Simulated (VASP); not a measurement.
The system is GaP.

```
Ga P
1.0
     0.00000    2.72525    2.72525
     2.72525    0.00000    2.72525
     2.72525    2.72525    0.00000
Ga P
1 1
Direct
  0.00000 0.00000 0.00000
  0.75000 0.75000 0.75000
```

- Program: VASP 6.6.1
- Task: relaxation of cell and atoms
- Functional: vdW-DF2
- Potentials or basis: VASP PAW PBE potentials, release 64 (Ga_d, P)
- Cutoff: 600 eV
- k mesh: 8 × 8 × 8
- Occupations: fermi-dirac, width 0.05 eV
- Spin: no spin polarisation

At the start: pressure 7.6 GPa; volume 20.24 Å³/atom.

Q: Where does the relaxation end?

A: Over 3 steps the energy falls by 44.1 meV/atom and the volume is 22.28 Å³/atom (+10.1 %); space group F-43m (No. 216, to 0.05 Å).

The path:
```tsv
step	energy change (eV)	largest force (eV/Å)	pressure (GPa)	volume (Å³)
1	0.0000	0.0000	7.60	40.48
2	-0.0752	0.0000	-2.22	46.37
3	-0.0882	0.0000	0.03	44.56
```

Final structure:
```
CELL_PARAMETERS angstrom
0.00000 2.81379 2.81379
2.81379 0.00000 2.81379
2.81379 2.81379 0.00000
ATOMIC_POSITIONS crystal
Ga 0.00000 0.00000 0.00000
P 0.75000 0.75000 0.75000
```

Caveat: the PAW data sets were made with another functional, which shifts forces and pressure a little; the volume moved by +10 % from the deposited cell, more than functionals usually miss.
